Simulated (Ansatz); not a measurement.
## KBr: what symmetry allows forces and stress to be

```
CELL_PARAMETERS angstrom
4.00682 0.03542 0.03542
0.03542 3.88552 0.01500
0.03542 0.01500 3.88552
ATOMIC_POSITIONS crystal
K 0.06121 0.00618 0.00618
Br 0.43879 0.49382 0.49382
```

These are results of DFT PBE, scalar-relativistic, plane waves, PAW (Ansatz 0.2.0), not measurements.

Plane waves to 420 eV, a k mesh through Γ of 6×6×6 on the computed 2-atom cell and Gaussian smearing (0.02 eV); no spin polarisation.

This distorted cell has space group Cm, with 2 operations.

Task: Without a calculation: in which directions can each atom feel a force?

Result: A force must be left unchanged by every operation that keeps its atom in place, so it lies in the space that those operations leave fixed. Atoms that the group maps onto each other feel forces of one size.
| atom | site symmetry | operations at the site | equivalent to atom | allowed force (Cartesian) |
| --- | --- | --- | --- | --- |
| K1 | m | 2 | 1 | in the plane normal to (0.00, 0.71, -0.71) |
| Br2 | m | 2 | 2 | in the plane normal to (0.00, 0.71, -0.71) |

That leaves 4 independent force components of 6, tied by 2 conditions that the forces sum to zero, so 2 remain. A relaxation in this cell that keeps the symmetry moves the atoms in these directions alone.

Task: And the stress tensor?

Result: It must be invariant under the point group, which leaves 4 independent components: yy = zz, xz = xy.

Task: Do the computed values obey this?

Result: Yes. Forces (eV/Å):
```
K1  -0.496 -0.035 -0.035
Br2  0.496  0.035  0.035
```

Stress (GPa, compression positive, xx yy zz yz xz xy): 1.88 3.91 3.91 -0.10 0.18 0.18. The program imposes the same operations on density, forces and stress, so this confirms the analysis and is no independent test of the calculation.

This CsCl-type form isn't the usual stable structure of the compound.